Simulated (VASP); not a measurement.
A run of VASP 6.6.1 is set up as follows.

INCAR

```
PREC = Accurate ; ENCUT = 520
EDIFF = 1E-7 ; ISMEAR = 0
SIGMA = 0.02 ; LREAL = False
LASPH = True ; NELM = 120
ALGO = Normal ; ISIF = 2
LWAVE = False ; LCHARG = False
ISPIN = 2 ; MAGMOM = 3 0
LORBIT = 11 ; LMAXMIX = 4
GGA = PE ; NBANDS = 18
```

Contents of KPOINTS:

```
regular mesh
0
Gamma
  8 8 8
```

POSCAR

```
CoO
1.0
    0.0000000000      2.1315000000      2.1315000000
    2.1315000000      0.0000000000      2.1315000000
    2.1315000000      2.1315000000      0.0000000000
Co O
1 1
Direct
    0.0000000000      0.0000000000      0.0000000000
    0.5000000000      0.5000000000      0.5000000000
```

Potentials or basis: VASP PAW PBE potentials, release 64 (Co, O).

Launch:

```console
$ cat potpaw_PBE.64/Co/POTCAR potpaw_PBE.64/O/POTCAR > POTCAR
$ mpirun -np 1 vasp_std > vasp.out
```

**Question.** What does it give for the pressure?

**Answer.** -3.2 GPa.

**Question.** What does it give for the net moment?

**Answer.** 2.84 μB per cell.

Caveat: a cell with one magnetic atom can't hold antiferromagnetic order, which such compounds often take.
